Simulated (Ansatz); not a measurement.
Crystal: InSe.

```
In Se
1.0
     4.05000    0.00000    0.00000
    -2.02500    3.50740    0.00000
     0.00000    0.00000   16.93000
In Se
4 4
Direct
  0.66667 0.33333 0.84300
  0.33333 0.66667 0.34300
  0.66667 0.33333 0.65700
  0.33333 0.66667 0.15700
  0.66667 0.33333 0.39800
  0.33333 0.66667 0.89800
  0.66667 0.33333 0.10200
  0.33333 0.66667 0.60200
```

| Item | Value |
| --- | --- |
| Program | Ansatz 0.2.0 |
| Task | relaxation of cell and atoms |
| Functional | r2SCAN |
| Potentials or basis | Ansatz PAW |
| Cutoff | 500 eV (not typed: the program's choice for these potentials) |
| k mesh | 8 × 8 × 2 |
| Occupations | fermi-dirac, width 0.05 eV |
| Spin | no spin polarisation |

At the start: volume 30.06 Å³/atom.

Problem. How do energy, volume and symmetry change on relaxing?

Solution. It ends after 7 steps and the volume is 30.85 Å³/atom (+2.6 %); space group P6_3/mmc (No. 194, to 0.05 Å).

Step by step:
```tsv
step	energy change (eV)	largest force (eV/Å)	volume (Å³)
1	0.0000	2.8671	240.49
2	-1.6422	0.2161	244.34
3	-1.6767	0.2271	242.59
4	-1.6954	0.1418	244.64
5	-1.6997	0.0183	246.61
6	-1.6999	0.0019	246.79
7	-1.7004	0.0019	246.79
```

Final structure:
```cif
data_structure
_symmetry_space_group_name_H-M 'P 1'
_symmetry_Int_Tables_number 1
_cell_length_a 4.0439
_cell_length_b 4.0439
_cell_length_c 17.4263
_cell_angle_alpha 90.000
_cell_angle_beta 90.000
_cell_angle_gamma 120.000
_cell_volume 246.79
loop_
_atom_site_label
_atom_site_type_symbol
_atom_site_fract_x
_atom_site_fract_y
_atom_site_fract_z
_atom_site_occupancy
In1 In 0.66667 0.33333 0.83028 1
In2 In 0.33333 0.66667 0.33028 1
In3 In 0.66667 0.33333 0.66972 1
In4 In 0.33333 0.66667 0.16972 1
Se1 Se 0.66667 0.33333 0.40248 1
Se2 Se 0.33333 0.66667 0.90248 1
Se3 Se 0.66667 0.33333 0.09752 1
Se4 Se 0.33333 0.66667 0.59752 1
```

Caveat: the plane-wave basis is chosen anew once the cell has moved, so the energies of steps on either side of that aren't comparable; the PAW data sets come from PBE, with cores solved anew for the run's functional, which leaves a small shift of forces and pressure.
